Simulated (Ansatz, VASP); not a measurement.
MnS: VASP beside Ansatz

The input INCAR:

```
SYSTEM = MnS
PREC     = Accurate       ! precision mode
ENCUT    = 520            ! plane-wave cutoff, eV
EDIFF    = 1E-7           ! SCF threshold, eV
ISMEAR   = -1             ! smearing method
SIGMA    = 0.05           ! smearing width, eV
LREAL    = .FALSE.        ! projectors in reciprocal space
LASPH    = .TRUE.         ! aspherical terms in the spheres
NELM     = 150            ! most SCF steps
ALGO     = Normal         ! electronic algorithm
ISIF     = 2              ! what is computed and relaxed
LWAVE    = .FALSE.        ! write WAVECAR
LCHARG   = .FALSE.        ! write CHGCAR
ISPIN    = 2              ! spin polarisation
MAGMOM   = 4 0            ! initial moments
LORBIT   = 11             ! projections on sites
LMAXMIX  = 4              ! l up to which the mixer works
GGA      = CA             ! functional
NBANDS   = 20             ! bands
```

The input KPOINTS:

```
regular mesh
0
G
  9 9 9
  0 0 0
```

The input POSCAR:

```
MnS
1.0
    0.0000000000      2.5692997390      2.5692997390
    2.5692997390      0.0000000000      2.5692997390
    2.5692997390      2.5692997390      0.0000000000
Mn S
1 1
Direct
    0.0000000000      0.0000000000      0.0000000000
    0.5000000000      0.5000000000      0.5000000000
```

input.yaml

```yaml
crystal:
  lattice:
    - [0.0, 2.569299739, 2.569299739]
    - [2.569299739, 0.0, 2.569299739]
    - [2.569299739, 2.569299739, 0.0]
  atoms:
    - { symbol: Mn, position: [0.0, 0.0, 0.0], spin: 4.0 }
    - { symbol: S, position: [0.5, 0.5, 0.5] }
kpoints:
  mp_grid: { grid: [9, 9, 9] }
scf:
  occupations: { method: fermi_dirac, width: 0.05 }
hamiltonian:
  xc: lda
  pseudopotentials: { kind: all_electron, lapw: { basis_error: 0.001 } }
magnetization:
  spin_polarized: true
output:
  forces: true
  stress: true
  eigenvalues: true
```

Change from the starting cell: volume scaled by 0.96.

Alike in both runs: task single point; functional LDA; k mesh 9 × 9 × 9; occupations fermi-dirac, width 0.05 eV; collinear spin.

|  | VASP | Ansatz |
| --- | --- | --- |
| version | VASP 6.6.1 | Ansatz 0.2.0 |
| potentials or method | VASP PAW LDA potentials, release 64 (Mn_pv, S) | all-electron LAPW, scalar-relativistic |
| plane-wave cutoff (eV) | 520 | see its input |

Ansatz gave:

```
gap on the k mesh at the Fermi level (eV)                     : none
pressure (GPa)                                                : -10.6
net moment per atom (μB)                                      : 2.21
size of the moment on the site where the two differ most (μB) : 4.17
```

**Question.** Which values does VASP return?

**Answer.** gap on the k mesh at the Fermi level (eV): none; pressure (GPa): -11.6; net moment per atom (μB): 2.17; size of the moment on the site where the two differ most (μB): 3.94.

Site moments also hang on the region over which each program counts them. A gap of «none» marks a metal or a gap that the smearing closes. Ansatz ran all-electron here, so the differences hold the error of VASP's frozen core and of both bases.

Caveats: a cell with one magnetic atom can't hold antiferromagnetic order, which such compounds often take; semilocal functionals often make such compounds metallic where correlation or magnetic order opens a gap, which also shifts bond lengths.
